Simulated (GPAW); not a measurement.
# AlCo (Pm-3m) in GPAW: phonons with PBEsol+D3(BJ)

Aim: the phonons of AlCo with PBEsol+D3(BJ).

Everything below comes from runs of GPAW 26.7.0. Logs are shortened: lines on timing, memory, paths and dates and some standing lists are left out, and cuts for length are marked. The log counts tension as positive stress, the text compression.

### Step 1. The structure

It takes space group Pm-3m (No. 221, cubic). The conventional cell has a = 2.819 Å, b = 2.819 Å, c = 2.819 Å, α = 90.00°, β = 90.00°, γ = 90.00°. Co (site symmetry m-3m) has 8 Al at 2.44 Å as nearest neighbours. Al (site symmetry m-3m) has 8 Co at 2.44 Å as nearest neighbours.

The cell is a database's computed one.

### Step 2. Phonons, PBEsol+D3(BJ), collinear spin, ferromagnetic start

run.py reads:

```python
import json
import numpy as np
from ase import Atoms
from ase.calculators.mixing import SumCalculator
from ase.constraints import FixSymmetry
from ase.filters import FrechetCellFilter
from ase.io import read, write
from ase.optimize import BFGS
from dftd3.ase import DFTD3
from phonopy import Phonopy
from phonopy.structure.atoms import PhonopyAtoms
from gpaw import GPAW, PW, setup_paths

setup_paths.insert(0, '.')

atoms = read('AlCo.cif')
atoms.set_initial_magnetic_moments([2.0, 0.0])

calc = GPAW(mode=PW(600),
            xc='PBEsol',
            kpts={'size': (9, 9, 9), 'gamma': True},
            occupations={'name': 'fermi-dirac', 'width': 0.05},
            nbands=15,
            convergence={'density': 1e-06, 'eigenstates': 1e-09},
            maxiter=150,
            txt='gpaw.txt')
atoms.calc = SumCalculator([calc, DFTD3(method='pbesol', damping='d3bj')])
atoms.set_constraint(FixSymmetry(atoms))
BFGS(FrechetCellFilter(atoms), trajectory='relax.traj', logfile='-').run(fmax=0.005, steps=40)
atoms.set_constraint()
energy = atoms.get_potential_energy()
forces = atoms.get_forces()
stress = atoms.get_stress()
calc.write('gs.gpw')
write('result.traj', atoms)
print('Cell:', atoms.cell.cellpar().round(4))
print(atoms.get_scaled_positions().round(5))

def force_constants(scale):
    unit = PhonopyAtoms(symbols=atoms.get_chemical_symbols(), cell=atoms.cell[:] * scale**(1 / 3),
                        scaled_positions=atoms.get_scaled_positions(),
                        magnetic_moments=atoms.get_initial_magnetic_moments())
    ph = Phonopy(unit, supercell_matrix=np.diag([2, 2, 2]), primitive_matrix=np.eye(3), symprec=1e-4)
    ph.generate_displacements(distance=0.01)
    forces = []
    for i, sc in enumerate(ph.supercells_with_displacements):
        a = Atoms(sc.symbols, cell=sc.cell, scaled_positions=sc.scaled_positions, pbc=True,
                  magmoms=sc.magnetic_moments)
        c = GPAW(mode=PW(510),
                 xc='PBEsol',
                 kpts={'size': (5, 5, 5), 'gamma': True},
                 occupations={'name': 'fermi-dirac', 'width': 0.05},
                 nbands=80,
                 convergence={'density': 1e-06, 'eigenstates': 1e-09},
                 maxiter=150,
                 txt=f'disp-{scale:.3f}-{i:02d}.txt')
        a.calc = SumCalculator([c, DFTD3(method='pbesol', damping='d3bj')])
        f = a.get_forces()
        forces.append(f - f.mean(axis=0))
        print(f'displacement {i}: drift', f.mean(axis=0).round(5), flush=True)
    ph.forces = forces
    ph.produce_force_constants()
    ph.symmetrize_force_constants()
    return ph

qpoints = [[0.0, 0.0, 0.0], [0.0, 0.0, 0.5], [0.0, 0.5, 0.0], [0.0, 0.5, 0.5], [0.5, 0.0, 0.0], [0.5, 0.0, 0.5], [0.5, 0.5, 0.0], [0.5, 0.5, 0.5]]
results = {}
for scale in [1.0]:
    ph = force_constants(scale)
    ph.run_qpoints(qpoints)
    nu = ph.qpoints.frequencies * 33.35641  # THz to cm^-1
    results[f'{scale:.3f}'] = nu.tolist()
    for qp, f in zip(qpoints, nu):
        print(scale, np.round(qp, 4), f.round(2))

path = atoms.cell.bandpath('GXMGRX,MR', npoints=60, eps=1e-4)
ph.run_qpoints(path.kpts)
results['path'] = (ph.qpoints.frequencies * 33.35641).tolist()
results['path_q'] = path.kpts.tolist()
x, ticks, names = path.get_linear_kpoint_axis()
results['axis'] = [x.tolist(), list(ticks), names]
ph.run_mesh([15, 15, 15], is_gamma_center=True)
ph.run_thermal_properties(temperatures=[0, 100, 200, 300, 500, 800], cutoff_frequency=0.05)
tp = ph.thermal_properties
results['thermal'] = [list(v) for v in (tp.temperatures, tp.free_energy, tp.entropy, tp.heat_capacity)]
for t, fv, s, cv in zip(*results['thermal']):
    print(f'{t:6.0f} K  F {fv:9.4f} kJ/mol  S {s:9.4f} J/K/mol  Cv {cv:9.4f} J/K/mol')
json.dump(results, open('phonons.json', 'w'))
```

AlCo.cif reads:

```cif
data_AlCo
_cell_length_a 2.81940321
_cell_length_b 2.81940321
_cell_length_c 2.81940321
_cell_angle_alpha 90.00000000
_cell_angle_beta 90.00000000
_cell_angle_gamma 90.00000000
_space_group_name_H-M_alt 'Pm-3m'
_space_group_name_Hall '-P 4 2 3'
_space_group_IT_number 221
loop_
_space_group_symop_operation_xyz
'x,y,z'
'-x,-y,-z'
'-y,x,z'
'y,-x,-z'
'-x,-y,z'
'x,y,-z'
'y,-x,z'
'-y,x,-z'
'x,-y,-z'
'-x,y,z'
'-y,-x,-z'
'y,x,z'
'-x,y,-z'
'x,-y,z'
'y,x,-z'
'-y,-x,z'
'z,x,y'
'-z,-x,-y'
'z,-y,x'
'-z,y,-x'
'z,-x,-y'
'-z,x,y'
'z,y,-x'
'-z,-y,x'
'-z,x,-y'
'z,-x,y'
'-z,-y,-x'
'z,y,x'
'-z,-x,y'
'z,x,-y'
'-z,y,x'
'z,-y,-x'
'y,z,x'
'-y,-z,-x'
'x,z,-y'
'-x,-z,y'
'-y,z,-x'
'y,-z,x'
'-x,z,y'
'x,-z,-y'
'-y,-z,x'
'y,z,-x'
'-x,-z,-y'
'x,z,y'
'y,-z,-x'
'-y,z,x'
'x,-z,y'
'-x,z,-y'
loop_
_atom_site_label
_atom_site_type_symbol
_atom_site_symmetry_multiplicity
_atom_site_Wyckoff_symbol
_atom_site_fract_x
_atom_site_fract_y
_atom_site_fract_z
_atom_site_occupancy
Co1 Co 1 b 0.5000000000 0.5000000000 0.5000000000 1
Al1 Al 1 a 0.0000000000 0.0000000000 0.0000000000 1
```

Potentials or basis: PAW data sets generated in the run's folder for this functional, pw.

Started as:

```bash
gpaw-setup -f PBEsol Al Co
OMP_NUM_THREADS=1 python run.py
```

gpaw.txt:

```text
__  _  _
 | _ |_)|_||  |
 |__||  | ||/\| - 26.7.0

Input parameters:
  mode=PW(ecut=600.0),
  convergence={'density': 1e-06, 'eigenstates': 1e-09},
  kpts=MonkhorstPack(size=(9, 9, 9), gamma=True),
  maxiter=150,
  nbands=15,
  occupations=Occupations(name='fermi-dirac', width=0.05),
  xc=XC(name='PBEsol')

Diagonalizing LCAO Hamiltonian
Converting LCAO to pw mode
   .------.
  /|      |
 * |      |
 | .-Co---.
 |/      /
 Al-----*

Atoms  # Å, Bohr magnetons
|   | symbol |         x |         y |         z |    initial magnetic moments |
|---|--------|-----------|-----------|-----------|-----------------------------|
| 0 |     Co |  1.409702 |  1.409702 |  1.409702 | ( 0.0000,  0.0000,  2.0000) |
| 1 |     Al | -0.000000 | -0.000000 | -0.000000 | ( 0.0000,  0.0000,  0.0000) |

Unit cell  # Å
| periodic |        x |        y |        z |  lengths |    angles |
|----------|----------|----------|----------|----------|-----------|
|      yes | 2.819403 | 0.000000 | 0.000000 | 2.819403 | 90.000000 |
|      yes | 0.000000 | 2.819403 | 0.000000 | 2.819403 | 90.000000 |
|      yes | 0.000000 | 0.000000 | 2.819403 | 2.819403 | 90.000000 |

Number of symmetries: 48
Symmetry operations  # r_c * U_cc + t_c -> r_c
|    | kind |            matrix            |
|----|------|------------------------------|
|  0 |  E   |  1, 0, 0,  0, 1, 0,  0, 0, 1 |
|  1 |  σ   |  1, 0, 0,  0, 1, 0,  0, 0,-1 |
|  2 |  σ   |  1, 0, 0,  0, 0, 1,  0, 1, 0 |
|  3 |  C4  |  1, 0, 0,  0, 0, 1,  0,-1, 0 |
|  4 |  C4  |  1, 0, 0,  0, 0,-1,  0, 1, 0 |
|  5 |  σ   |  1, 0, 0,  0, 0,-1,  0,-1, 0 |
|  6 |  σ   |  1, 0, 0,  0,-1, 0,  0, 0, 1 |
|  7 |  C2  |  1, 0, 0,  0,-1, 0,  0, 0,-1 |
|  8 |  σ   |  0, 1, 0,  1, 0, 0,  0, 0, 1 |
[... 237 lines left out ...]
Stress tensor  # eV/Ang^3
|         x |         y |         z |
|-----------|-----------|-----------|
| -0.009199 |  0.000000 |  0.000000 |
|  0.000000 | -0.009199 |  0.000000 |
|  0.000000 |  0.000000 | -0.009199 |

Forces  # eV/Ang
|        x |       y |       z |
|----------|---------|---------|
| -0.00000 | 0.00000 | 0.00000 |  # Co   0
|  0.00000 | 0.00000 | 0.00000 |  # Al   1

Interpolating wave functions to new cell

           Co

       Al

Atoms  # Å, Bohr magnetons
|   | symbol |         x |         y |         z |    initial magnetic moments |
|---|--------|-----------|-----------|-----------|-----------------------------|
| 0 |     Co |  1.406551 |  1.406551 |  1.406551 | ( 0.0000,  0.0000, -0.0000) |
| 1 |     Al | -0.000000 | -0.000000 | -0.000000 | ( 0.0000,  0.0000,  0.0000) |

Unit cell  # Å
| periodic |        x |        y |         z |  lengths |    angles |
|----------|----------|----------|-----------|----------|-----------|
|      yes | 2.813102 | 0.000000 |  0.000000 | 2.813102 | 90.000000 |
|      yes | 0.000000 | 2.813102 | -0.000000 | 2.813102 | 90.000000 |
|      yes | 0.000000 | 0.000000 |  2.813102 | 2.813102 | 90.000000 |

Number of symmetries: 48
Symmetry operations  # r_c * U_cc + t_c -> r_c
|    | kind |            matrix            |
|----|------|------------------------------|
|  0 |  E   |  1, 0, 0,  0, 1, 0,  0, 0, 1 |
|  1 |  σ   |  1, 0, 0,  0, 1, 0,  0, 0,-1 |
|  2 |  σ   |  1, 0, 0,  0, 0, 1,  0, 1, 0 |
|  3 |  C4  |  1, 0, 0,  0, 0, 1,  0,-1, 0 |
|  4 |  C4  |  1, 0, 0,  0, 0,-1,  0, 1, 0 |
|  5 |  σ   |  1, 0, 0,  0, 0,-1,  0,-1, 0 |
|  6 |  σ   |  1, 0, 0,  0,-1, 0,  0, 0, 1 |
|  7 |  C2  |  1, 0, 0,  0,-1, 0,  0, 0,-1 |
|  8 |  σ   |  0, 1, 0,  1, 0, 0,  0, 0, 1 |
[... 233 lines left out ...]
Stress tensor  # eV/Ang^3
|         x |         y |         z |
|-----------|-----------|-----------|
| -0.017821 |  0.000000 |  0.000000 |
|  0.000000 | -0.017821 |  0.000000 |
|  0.000000 |  0.000000 | -0.017821 |

Forces  # eV/Ang
|        x |        y |        z |
|----------|----------|----------|
|  0.00000 |  0.00000 |  0.00000 |  # Co   0
| -0.00000 | -0.00000 | -0.00000 |  # Al   1

Interpolating wave functions to new cell

           Co

       Al

Atoms  # Å, Bohr magnetons
|   | symbol |         x |         y |         z |    initial magnetic moments |
|---|--------|-----------|-----------|-----------|-----------------------------|
| 0 |     Co |  1.399055 |  1.399055 |  1.399055 | ( 0.0000,  0.0000, -0.0000) |
| 1 |     Al | -0.000000 | -0.000000 | -0.000000 | ( 0.0000,  0.0000,  0.0000) |

Unit cell  # Å
| periodic |         x |         y |        z |  lengths |    angles |
|----------|-----------|-----------|----------|----------|-----------|
|      yes |  2.798110 | -0.000000 | 0.000000 | 2.798110 | 90.000000 |
|      yes |  0.000000 |  2.798110 | 0.000000 | 2.798110 | 90.000000 |
|      yes | -0.000000 | -0.000000 | 2.798110 | 2.798110 | 90.000000 |

Number of symmetries: 48
Symmetry operations  # r_c * U_cc + t_c -> r_c
|    | kind |            matrix            |
|----|------|------------------------------|
|  0 |  E   |  1, 0, 0,  0, 1, 0,  0, 0, 1 |
|  1 |  σ   |  1, 0, 0,  0, 1, 0,  0, 0,-1 |
|  2 |  σ   |  1, 0, 0,  0, 0, 1,  0, 1, 0 |
|  3 |  C4  |  1, 0, 0,  0, 0, 1,  0,-1, 0 |
|  4 |  C4  |  1, 0, 0,  0, 0,-1,  0, 1, 0 |
|  5 |  σ   |  1, 0, 0,  0, 0,-1,  0,-1, 0 |
|  6 |  σ   |  1, 0, 0,  0,-1, 0,  0, 0, 1 |
|  7 |  C2  |  1, 0, 0,  0,-1, 0,  0, 0,-1 |
|  8 |  σ   |  0, 1, 0,  1, 0, 0,  0, 0, 1 |
[... 171 lines left out ...]
SCF iterations
|iter     | |      energy | eigst |  dens |  magmom |
|---------|-|-------------|-------|-------|---------|
|iter:   1| |  -14.274730 | -2.24 |       |  -0.0000|
|iter:   2| |  -14.263901 | -3.77 | -1.67 |  -0.0000|
|iter:   3| |  -14.256636 | -3.36 | -1.85 |  -0.0000|
|iter:   4| |  -14.256724 | -5.31 | -2.53 |  -0.0000|
|iter:   5| |  -14.256914c| -4.65 | -2.63 |  -0.0000|
|iter:   6| |  -14.256937c| -5.66 | -3.38 |  -0.0000|
|iter:   7| |  -14.256938c| -7.04 | -3.87 |  +0.0000|
|iter:   8| |  -14.256938c| -8.43 | -4.46 |  -0.0000|
|iter:   9| |  -14.256938c| -9.69c| -5.11 |  -0.0000|
|iter:  10| |  -14.256938c|-10.13c| -5.86 |  -0.0000|
|iter:  11| |  -14.256938c|-10.94c| -6.93c|  -0.0000|

Converged in 11 steps
Energy contributions relative to reference atoms: (reference = -44458.988219)

Energy contributions:
  Kinetic:          22.279462
  Coulomb:         -16.107713
  Zero:             -0.061897
  External:          0.000000
  Xc:              -20.364750
  Entropy:          -0.004078
  Spinorbit:         0.000000
  ----------------------------
  Free energy:     -14.258976
  Extrapolated:    -14.256938
[... 34 lines left out ...]
Stress tensor  # eV/Ang^3
|         x |         y |         z |
|-----------|-----------|-----------|
| -0.039439 |  0.000000 |  0.000000 |
|  0.000000 | -0.039439 |  0.000000 |
|  0.000000 |  0.000000 | -0.039439 |

Forces  # eV/Ang
|        x |       y |        z |
|----------|---------|----------|
| -0.00000 | 0.00000 |  0.00000 |  # Co   0
| -0.00000 | 0.00000 | -0.00000 |  # Al   1

Interpolating wave functions to new cell

           Co

       Al

Atoms  # Å, Bohr magnetons
|   | symbol |         x |         y |         z |    initial magnetic moments |
|---|--------|-----------|-----------|-----------|-----------------------------|
| 0 |     Co |  1.399253 |  1.399253 |  1.399253 | ( 0.0000,  0.0000, -0.0000) |
| 1 |     Al | -0.000000 | -0.000000 | -0.000000 | ( 0.0000,  0.0000,  0.0000) |

Unit cell  # Å
| periodic |         x |         y |        z |  lengths |    angles |
|----------|-----------|-----------|----------|----------|-----------|
|      yes |  2.798506 |  0.000000 | 0.000000 | 2.798506 | 90.000000 |
|      yes | -0.000000 |  2.798506 | 0.000000 | 2.798506 | 90.000000 |
|      yes | -0.000000 | -0.000000 | 2.798506 | 2.798506 | 90.000000 |

Number of symmetries: 48
Symmetry operations  # r_c * U_cc + t_c -> r_c
|    | kind |            matrix            |
|----|------|------------------------------|
|  0 |  E   |  1, 0, 0,  0, 1, 0,  0, 0, 1 |
|  1 |  σ   |  1, 0, 0,  0, 1, 0,  0, 0,-1 |
|  2 |  σ   |  1, 0, 0,  0, 0, 1,  0, 1, 0 |
|  3 |  C4  |  1, 0, 0,  0, 0, 1,  0,-1, 0 |
|  4 |  C4  |  1, 0, 0,  0, 0,-1,  0, 1, 0 |
|  5 |  σ   |  1, 0, 0,  0, 0,-1,  0,-1, 0 |
|  6 |  σ   |  1, 0, 0,  0,-1, 0,  0, 0, 1 |
|  7 |  C2  |  1, 0, 0,  0,-1, 0,  0, 0,-1 |
|  8 |  σ   |  0, 1, 0,  1, 0, 0,  0, 0, 1 |
[... 171 lines left out ...]
SCF iterations
|iter     | |      energy | eigst |  dens |  magmom |
|---------|-|-------------|-------|-------|---------|
|iter:   1| |  -14.257368 | -4.49 |       |  -0.0000|
|iter:   2| |  -14.257359 | -6.86 | -3.19 |  -0.0000|
|iter:   3| |  -14.257351c| -6.51 | -3.29 |  -0.0000|
|iter:   4| |  -14.257352c| -8.42 | -3.55 |  -0.0000|
|iter:   5| |  -14.257352c| -7.95 | -3.65 |  -0.0000|
|iter:   6| |  -14.257352c| -8.37 | -4.07 |  -0.0000|
|iter:   7| |  -14.257352c|-10.18c| -5.15 |  -0.0000|
|iter:   8| |  -14.257352c| -9.89c| -5.88 |  -0.0000|
|iter:   9| |  -14.257352c|-11.29c| -6.54c|  -0.0000|

Converged in 9 steps
Energy contributions relative to reference atoms: (reference = -44458.988219)
[... 46 lines left out ...]
Stress tensor  # eV/Ang^3
|         x |         y |         z |
|-----------|-----------|-----------|
| -0.038856 | -0.000000 |  0.000000 |
| -0.000000 | -0.038856 |  0.000000 |
|  0.000000 |  0.000000 | -0.038856 |

Forces  # eV/Ang
|        x |        y |        z |
|----------|----------|----------|
| -0.00000 | -0.00000 | -0.00000 |  # Co   0
|  0.00000 |  0.00000 | -0.00000 |  # Al   1

# Writing to gs.gpw (mode='')
```

It took 67 min on 1 thread of Intel Xeon at 2.70GHz, shared host; peak memory 0.91 GiB.

What came out:

| Item | Value |
| --- | --- |
| Free energy | -15.1078 eV |
| Relaxed volume | 10.96 Å³/atom |
| Relaxed cell | a = 2.799 Å, b = 2.799 Å, c = 2.799 Å, α = 90.00°, β = 90.00°, γ = 90.00° |
| Space group after relaxing (to 0.05 Å) | Pm-3m (No. 221) |
| Pressure after relaxing | 0.0 GPa |
| Band gap on the k mesh | none (metal or under the smearing width) |
| Net moment | 0.00 μB per cell |
| Highest phonon frequency | 443 cm⁻¹ |
| Dispersion energy per atom | -0.424 eV |

Final structure:
```
CELL_PARAMETERS angstrom
2.79851 0.00000 0.00000
0.00000 2.79851 0.00000
0.00000 0.00000 2.79851
ATOMIC_POSITIONS crystal
Co 0.50000 0.50000 0.50000
Al 0.00000 0.00000 0.00000
```

Phonon frequencies in cm⁻¹ (negative: imaginary):
```csv
q point,frequencies
"(0.000, 0.000, 0.000)",0 0 0 361 361 361
"(0.000, 0.000, 0.500)",224 224 275 312 312 443
"(0.000, 0.500, 0.000)",224 224 275 312 312 443
"(0.000, 0.500, 0.500)",200 200 253 303 424 424
"(0.500, 0.000, 0.000)",224 224 275 312 312 443
"(0.500, 0.000, 0.500)",200 200 253 303 424 424
"(0.500, 0.500, 0.000)",200 200 253 303 424 424
"(0.500, 0.500, 0.500)",269 269 269 392 392 392
```

Caveat: the cutoff is short for stress and forces, so pressures can be off by a GPa or more; the starting moments collapsed, and a magnetic state may lie lower; phonon bands are interpolated from a small supercell; pairwise dispersion overbinds metals, which lowers pressure and volume.
